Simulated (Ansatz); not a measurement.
Runs of Ansatz 0.2.0 on KBr. Symmetry: Fm-3m, No. 225, cubic system. Conventional cell: a = 6.600 Å, b = 6.600 Å, c = 6.600 Å, α = 90.00°, β = 90.00°, γ = 90.00°. Br (site symmetry m-3m) is surrounded by 6 K at 3.30 Å. Around K (site symmetry m-3m) lie 6 Br at 3.30 Å. 

| task | level | cell | gap on the mesh (eV) | pressure (GPa) | relaxed volume (Å³/atom) |
| --- | --- | --- | --- | --- | --- |
| relaxation of the atoms | PBE | atoms relaxed | 4.44 | 0.7 | - |
| relaxation of cell and atoms | PBE | relaxed | 4.32 | 0.0 | 37.61 |
| relaxation of the atoms | PBE | atoms relaxed from: strained by -1 % | 4.46 | 0.9 | - |
| relaxation of the atoms | PBE | atoms relaxed from: strained by -2 % | (a) | 1.1 | - |
| relaxation of cell and atoms | LDA | relaxed | 4.32 | 0.0 | (b) |

Alike in all rows: potentials or basis Ansatz PAW; no spin polarisation; k mesh 7 × 7 × 7; cutoff (eV) 420; smearing fermi-dirac 0.05 eV.

Q: Fill in the values left out.

A: (a) 4.48; (b) 32.39.

Caveats: odd divisions of the mesh miss points on the zone boundary, where band edges often lie, so the gap on the mesh can be too wide; the relaxation stopped at its first step, so nothing moved (some runs); the thresholds are loose for stress (some runs); the plane-wave basis is chosen anew once the cell has moved, so the energies of steps on either side of that aren't comparable (some runs); the PAW data sets come from PBE, with cores solved anew for the run's functional, which leaves a small shift of forces and pressure (some runs).

A k mesh can miss the band edges, and the runs leave out spin-orbit coupling on Br.
